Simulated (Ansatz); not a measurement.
## Equation of state of La

```cif
data_structure
_symmetry_space_group_name_H-M 'Im-3m'
_symmetry_Int_Tables_number 229
_cell_length_a 4.2477
_cell_length_b 4.2477
_cell_length_c 4.2477
_cell_angle_alpha 90.000
_cell_angle_beta 90.000
_cell_angle_gamma 90.000
_cell_volume 76.64
loop_
_atom_site_label
_atom_site_type_symbol
_atom_site_symmetry_multiplicity
_atom_site_Wyckoff_symbol
_atom_site_fract_x
_atom_site_fract_y
_atom_site_fract_z
_atom_site_occupancy
La1 La 2 a 0.00000 0.00000 0.00000 1
```

The runs use the primitive cell with vectors (-2.124, 2.124, 2.124), (2.124, -2.124, 2.124), (2.124, 2.124, -2.124) Å, to which the k mesh refers.

The cell is the one relaxed in the Materials Project (mp-10023), not relaxed further here; entries there can be hypothetical.

No spin–orbit coupling, which matters for the heavy atoms here.

Methods: DFT, LDA, all-electron LAPW, scalar-relativistic (Ansatz 0.2.0); DFT, LDA, PAW with Ansatz's default frozen-core files, scalar-relativistic (Ansatz 0.2.0).

For LAPW: a Γ-centred 11×11×11 k mesh, Fermi–Dirac smearing of 0.03 eV, basis error target 0.5 meV/atom, no spin polarisation. PAW takes a cutoff of 420 eV at this cell (files made with PBE, cores remade for this functional). The Ansatz runs share mesh, smearing and spin set-up. Plane-wave (PAW) pressures include the program's estimate of the Pulay term.

The cell above is scaled evenly, with fractional coordinates and shape held.

```tsv
V/V(cell)	V (Å³/atom)	P, LAPW (GPa)	P, PAW (GPa)
0.9600	36.787	?	?
0.9800	37.553	-3.16	-3.19
1.0000	38.320	-3.55	-3.58
1.0200	39.086	-3.92	-3.94
1.0400	39.852	-4.24	-4.26
```

Task: Fill in the row V/V(cell) = 0.9600.

Result: P, LAPW (GPa) = -2.73, P, PAW (GPa) = -2.76.
